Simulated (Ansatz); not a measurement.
# HfO2 monolayer (1T): modes against biaxial strain in the plane of the sheet, part 2 of 2

Wanted: the shifts of the zone-centre modes of HfO2 monolayer (1T) with strain.

Ansatz 0.2.0; DFT PBE, scalar-relativistic, plane waves, PAW; PAW set soft_1.

So far, highest optical mode at the zone centre (no LO-TO term) (cm⁻¹): step 5 (modes at rest) 538.

## (7) Zone-centre modes of the member: biaxial strain of +5 % in the plane of the sheet

The zone-centre modes follow for biaxial strain of +5 % in the plane of the sheet.

input.yaml

```yaml
crystal:
  lattice:
    - [3.4150024423, 0.0, 0.0]
    - [-1.7075012212, 2.957478869, 0.0]
    - [0.0, 0.0, 28.308]
  atoms:
    - { symbol: Hf, position: [0.0, 0.0, 0.3532570298] }
    - { symbol: O, position: [0.3333333333, 0.6666666667, 0.3848788199] }
    - { symbol: O, position: [0.6666666667, 0.3333333333, 0.3216352397] }
  periodic: [true, true, false]
kpoints:
  mp_grid: { grid: [9, 9, 1] }
hamiltonian:
  xc: pbe
  pseudopotentials: { kind: paw, azcp: { folder: soft_1 } }
scf:
  occupations: { method: fixed }
output:
  eigenvalues: true
phonons:
  method: dfpt
```

Command:

```sh
$ ansatz run input.yaml --threads 4 --pin off --max-ram 16384MiB --backend cpu --events-out ev --progress --plain --runs-dir out
```

Numbers of over 12 decimals in the logs are rounded to 6 here.

What it wrote:

```text
[...]
Crystal: 3 atoms, lattice volume = 285.905 Å³
Basis set: ecut = 420 eV, 5579 PW (Γ), exchange–correlation on 48×48×384 points (8 copies of the dense FFT grid, shifted against one another)
Bands: 23, of which v1, the nominal top of the filled ones, is band 19 counted from 1 (18 counted from 0)
Symmetry: 12 space group operations
k-points: 25 of 81 (irreducible under 2 space group operations, time reversal used)
[...]
SCF iter   1: F=—  HF=-16866.163262 eV  |F-HF|=—  |Δ(HF+E_count)|=         —  Δρ=7.17e-2  dr2=1.66e1  ethr=3.10e-3  ⟨swp⟩=6.1  Hψ=2833  notcnv=0  defer=48
[...]
SCF iter  13: F=-16861.583735 eV  HF=-16861.583735 eV  |F-HF|=1.09e-11  |Δ(HF+E_count)|=  7.28e-12  Δρ=5.92e-8  dr2=7.98e-12  ethr=1.00e-12  ⟨swp⟩=19.0  Hψ=5690  notcnv=0
SCF 1 converged in 13 iterations: F = -16861.583735 eV  dr2 = 7.98e-12
[...]
SCF converged after 13 iterations
Free energy (F): -16861.583735 eV
[...]
Internal energy: -16861.583735 eV  (E = F + TS)
E sigma→0 (E₀):  -16861.583735 eV
Fermi energy:    -7.364755 eV
[...]
--- Band table (eV; the first three rows and the last of 25) ---
  k-point 0: bands = [... 15 lower, -10.1003, -7.9309, -7.6070, -7.6070, -2.7943, -2.6565, -2.6565, -0.6396]
  k-point 1: bands = [... 15 lower, -10.0224, -8.0676, -7.7730, -7.7669, -2.6801, -2.4256, -2.3977, -0.5344]
  k-point 2: bands = [... 15 lower, -9.9718, -8.6539, -8.1147, -7.5247, -2.6251, -1.9753, -1.9166, -0.2775]
  k-point 24: bands = [... 15 lower, -9.8662, -8.6181, -8.4642, -7.4060, -2.6046, -1.8112, -1.5910, 0.7073]
[...]
ASR residual: 4.088e-5 → 0.000e0 eV/Å²; symmetrization residual: 3.628e-6 eV/Å²
[...]
ASR residual per site (eV/Å²): 4.09e-5 9.33e-6 1.28e-5
  Γ frequencies (cm⁻¹): 0.00 0.00 0.00 150.70 150.70 470.72 470.72 472.27 490.24
[...]
```

It took 38 s on 4 threads of Arm Neoverse V1, shared host; peak memory 0.99 GiB.

Numbers from this step:

| Property | Result |
| --- | --- |
| sum-rule residual before enforcement | 4.09e-5 eV/Å² |
| highest optical mode at the zone centre (no LO-TO term) | 490.2 cm⁻¹ |
| lowest optical zone-centre mode | 150.7 cm⁻¹ |

Without the LO-TO term. Patterns of degenerate modes are one choice out of their space. Modes at Γ, with each element's share of the kinetic energy:

```tsv
mode	frequency (cm⁻¹)	symmetry	Hf %	O %
1	0.0	acoustic	85	15
2	0.0	acoustic	85	15
3	0.0	acoustic	85	15
4	150.7	Eu	15	85
5	150.7	Eu	15	85
6	470.7	Eg	0	100
7	470.7	Eg	0	100
8	472.3	A2u	15	85
9	490.2	A1g	0	100
```

Displacements in mode 5 (150.7 cm⁻¹), the largest set to 1:
```
Hf1  0.00 -0.18  0.00
O2   0.00  1.00  0.00
O3   0.00  1.00  0.00
```

Displacements in mode 9 (490.2 cm⁻¹), the largest set to 1:
```
Hf1  0.00  0.00  0.00
O2   0.00  0.00 -1.00
O3   0.00  0.00  1.00
```

The lowest optical mode is real, 151 cm⁻¹, and the highest lies at 490.2 cm⁻¹.

For the highest optical mode at the zone centre (no LO-TO term), step 5 gave 538 cm⁻¹; this run, with strain 5 %, gives 490 cm⁻¹ (-9 %).

## (8) A member of the series: biaxial strain of -3 % in the plane of the sheet

The cell takes a biaxial strain of -3 % in the plane of the sheet. The cell is held, and the atoms relax in it.

input.yaml, the sections that differ from step 7:

```yaml
crystal:
  lattice:
    - [3.1548117801, 0.0, 0.0]
    - [-1.57740589, 2.7321471457, 0.0]
    - [0.0, 0.0, 28.308]
  atoms:
    - { symbol: Hf, position: [0.0, 0.0, 0.3532570298] }
    - { symbol: O, position: [0.3333333333, 0.6666666667, 0.3886040818] }
    - { symbol: O, position: [0.6666666667, 0.3333333333, 0.3179099778] }
  periodic: [true, true, false]
output:
  forces: true
  stress: true
  eigenvalues: true
relax:
  adjacent_minimum: "off"
  f_tol: 0.001
  max_steps: 60
# kpoints, hamiltonian, scf: as in step 7
# phonons: removed
```

What it wrote:

```text
[...]
Crystal: 3 atoms, lattice volume = 243.998 Å³
Basis set: ecut = 420 eV, 4727 PW (Γ), exchange–correlation on 48×48×384 points (8 copies of the dense FFT grid, shifted against one another)
Bands: 23, of which v1, the nominal top of the filled ones, is band 19 counted from 1 (18 counted from 0)
Symmetry: 12 space group operations
[...]
--- Relaxed structure (4 steps of the walk, 4 accepted, 0 SCFs on fresh bases) ---
  F+E_penalty+E_count = -16861.73423693 eV   max|allowed force component| = 3.323e-4 eV/Å
  cell:  # Å, volume = 243.9983 Å³
    - [3.154812, -2.886749485392085e-11, 0.0]
    - [-1.577406, 2.732147, 0.0]
    - [0.0, 0.0, 28.308]
  atoms:
    - { symbol: Hf, position: [0, 0, 0.3532570298] }
    - { symbol: O, position: [0.333333, 0.666667, 0.389152] }
    - { symbol: O, position: [0.666667, 0.333333, 0.317362] }
[key lines of the parts left out:]
SCF converged after 4 iterations
Free energy (F): -16861.734237 eV
Fermi energy:    -8.162625 eV
P = ½ c Tr σ = 6.6557 N/m
```

The job ended after 5.9 s (4 threads; peak memory 0.53 GiB; 21 s of CPU time).

Relaxation path:

```tsv
step	energy less that of the first step (eV)	largest force component (eV/Å)
1	0.0000	0.2944
2	-0.0042	0.0784
3	-0.0046	0.0001
4	-0.0046	0.0003
```

Forces are held to the 12 operations that the run works with; a distortion that breaks them can't arise in this run.

The atoms that moved most (Å):

```tsv
atom	dx	dy	dz	length
O2	0.000	0.000	0.016	0.016
O3	0.000	0.000	-0.016	0.016
```

Final coordinates:

```xyz
3
Lattice="3.1548 0.0000 0.0000 -1.5774 2.7321 0.0000 0.0000 0.0000 28.3080" Properties=species:S:1:pos:R:3
Hf    0.0000    0.0000   10.0000
O     0.0000    1.8214   11.0161
O     1.5774    0.9107    8.9839
```

Numbers from this step:

```
gap on the k-mesh : 4.801 eV
area per atom     : 2.873 Å²
```

The largest force component left is 0.33 meV/Å.

## (9) Modes of this member: biaxial strain of -3 % in the plane of the sheet

The zone-centre modes follow for biaxial strain of -3 % in the plane of the sheet.

input.yaml, the sections that differ from step 8:

```yaml
crystal:
  lattice:
    - [3.1548117801, 0.0, 0.0]
    - [-1.57740589, 2.7321471457, 0.0]
    - [0.0, 0.0, 28.308]
  atoms:
    - { symbol: Hf, position: [0.0, 0.0, 0.3532570298] }
    - { symbol: O, position: [0.3333333333, 0.6666666667, 0.3891520554] }
    - { symbol: O, position: [0.6666666667, 0.3333333333, 0.3173620042] }
  periodic: [true, true, false]
output:
  eigenvalues: true
phonons:
  method: dfpt
# kpoints, hamiltonian, scf: as in step 8
# relax: removed
```

What it wrote:

```text
[...]
Crystal: 3 atoms, lattice volume = 243.998 Å³
Basis set: ecut = 420 eV, 4727 PW (Γ), exchange–correlation on 48×48×384 points (8 copies of the dense FFT grid, shifted against one another)
Bands: 23, of which v1, the nominal top of the filled ones, is band 19 counted from 1 (18 counted from 0)
Symmetry: 12 space group operations
[...]
k-point 2: bands = [... 15 lower, -10.9971, -9.7676, -8.8081, -8.2238, -3.0402, -1.7370, -1.3169, -0.2015]
  k-point 24: bands = [... 15 lower, -10.5260, -9.6244, -9.4666, -8.3239, -2.3979, -2.2390, -0.8089, 1.4696]
[...]
ASR residual: 1.286e-4 → 0.000e0 eV/Å²; symmetrization residual: 2.588e-6 eV/Å²
[...]
ASR residual per site (eV/Å²): 4.90e-5 1.29e-4 1.20e-4
  Γ frequencies (cm⁻¹): 0.00 0.00 0.00 300.11 300.11 522.37 522.37 555.90 565.13
[...]
[key lines of the parts left out:]
SCF converged after 13 iterations
Free energy (F): -16861.734237 eV
Fermi energy:    -8.162631 eV
```

Wall time 34 s (4 threads); peak memory 0.92 GiB; 2.1 min of CPU time.

This step gave:

| Item | Value |
| --- | --- |
| sum-rule residual before enforcement | 1.29e-4 eV/Å² |
| highest optical mode at the zone centre (no LO-TO term) | 565.1 cm⁻¹ |
| lowest optical zone-centre mode | 300.1 cm⁻¹ |

Without the LO-TO term. Patterns of degenerate modes are one choice out of their space. The modes at Γ (shares of kinetic energy by element, %):

```tsv
mode	frequency (cm⁻¹)	symmetry	Hf %	O %
1	0.0	acoustic	85	15
2	0.0	acoustic	85	15
3	0.0	acoustic	85	15
4	300.1	Eu	15	85
5	300.1	Eu	15	85
6	522.4	Eg	0	100
7	522.4	Eg	0	100
8	555.9	A2u	15	85
9	565.1	A1g	0	100
```

The lowest optical mode is real, 300 cm⁻¹, and the highest lies at 565.1 cm⁻¹.

For the highest optical mode at the zone centre (no LO-TO term), step 5 gave 538 cm⁻¹; this run, with strain -3 %, gives 565 cm⁻¹ (+5 %).

## (10) All members side by side

The members are set side by side, also those not shown above.

Energies are extrapolated to zero smearing, and E0 is that at rest; the cell is clamped and the atoms are relaxed. State of the crystal along the series:

```tsv
strain (%)	E - E0 (meV/atom)	gap on mesh (eV)
-3	35.94	4.801
-2	15.66	4.839
-1	3.83	4.862
0	0	4.871
1	3.682	4.866
2	14.55	4.755
3	32.14	4.609
4	56.11	4.469
5	86.11	4.333
```

Optical modes are counted from below at rest and tracked from member to member by their patterns, and modes that stay within 0.3 cm⁻¹ of each other stand once; labels, where given, are those at rest; the cell is clamped and the atoms are relaxed. Optical modes along the series:

```tsv
strain (%)	optical mode 1 Eu (cm⁻¹)	optical mode 2 Eg (cm⁻¹)	optical mode 3 A2u (cm⁻¹)	optical mode 4 A1g (cm⁻¹)
-3	300.1	522.4	555.9	565.1
-2	287.3	517	544.4	556.1
-1	273	511.2	533.2	547
0	257.2	505.1	522.3	537.7
1	240	498.6	511.6	528.4
2	221.2	491.9	501.3	519
3	200.4	485	491.3	509.5
4	177.3	477.9	481.6	499.9
5	150.7	470.7	472.3	490.2
```

Value and slope at zero strain of a cubic (a lower polynomial where under five rows exist) through the rows within 2 % of rest. Slopes at rest:

```tsv
mode	frequency (cm⁻¹)	shift per percent of strain (cm⁻¹)
optical mode 1 Eu	257.2	-16.45
optical mode 2 Eg	505.1	-6.32
optical mode 3 A2u	522.3	-10.79
optical mode 4 A1g	537.7	-9.27
```

## (11) Outcome

* members: 9
* highest optical mode at the zone centre (no LO-TO term), at rest: 537.7 cm⁻¹
* optical mode 1 Eu, shift per percent: -16.45 cm⁻¹
* optical mode 2 Eg, shift per percent: -6.32 cm⁻¹
* optical mode 3 A2u, shift per percent: -10.79 cm⁻¹
* optical mode 4 A1g, shift per percent: -9.27 cm⁻¹

The fastest shift in the table of slopes is -16.4 cm⁻¹ for each percent (optical mode 1 Eu). These are harmonic frequencies at zero temperature: anharmonic shifts, linewidths and thermal expansion are left out. Spin-orbit coupling is left out, which can matter for the heavy elements here. The starting cell was built on a prototype and not taken from a measurement. Only the zone centre was solved, so an instability at another wavevector cannot show here. In a sheet the LO-TO splitting vanishes at the zone centre, so no such term is missing here.

[Logs are printed without paths, hosts, clocks, repeated set-up lines and the standing remarks that a program may print on its own settings, such as how far it seeks lower states.]

[Hosts, paths, dates, database ids (printed as entryN), source tags and the programs' standing remarks are cut or masked in the printed files.]
